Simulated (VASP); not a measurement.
Input of a VASP 6.6.1 run:

INCAR

```
SYSTEM = Zn
ALGO = Fast
EDIFF = 1E-6
ENCUT = 520
GGA = PS
ISIF = 2
ISMEAR = 0
LASPH = .TRUE.
LCHARG = .FALSE.
LREAL = .FALSE.
LWAVE = .FALSE.
NBANDS = 12
NELM = 100
PREC = Accurate
SIGMA = 0.15
```

KPOINTS

```
k-points
0
G
  22 22 22
  0 0 0
```

POSCAR

```
Zn
1.0
    0.0000000000      2.1344280041      1.6648538432
    2.1344280041      0.0000000000      1.6648538432
    2.1344280041      2.1344280041      0.0000000000
Zn
1
Direct
    0.0000000000      0.0000000000      0.0000000000
```

Potentials or basis: VASP PAW PBE potentials, release 64 (Zn).

The run is started by

```bash
$ cat potpaw_PBE.64/Zn/POTCAR > POTCAR
$ mpirun -np 1 vasp_std > vasp.out
```

Problem. What does it give for the pressure?

Solution. -4.0 GPa.

Problem. Predict the band gap on the k mesh.

Solution. None (metal or under the smearing width).

Stress tensor (GPa, compression positive):
```
-5.37  0.00  0.00
 0.00 -5.37  0.00
 0.00  0.00 -1.21
```

Caveat: the PAW data sets were made with another functional, which shifts forces and pressure a little.
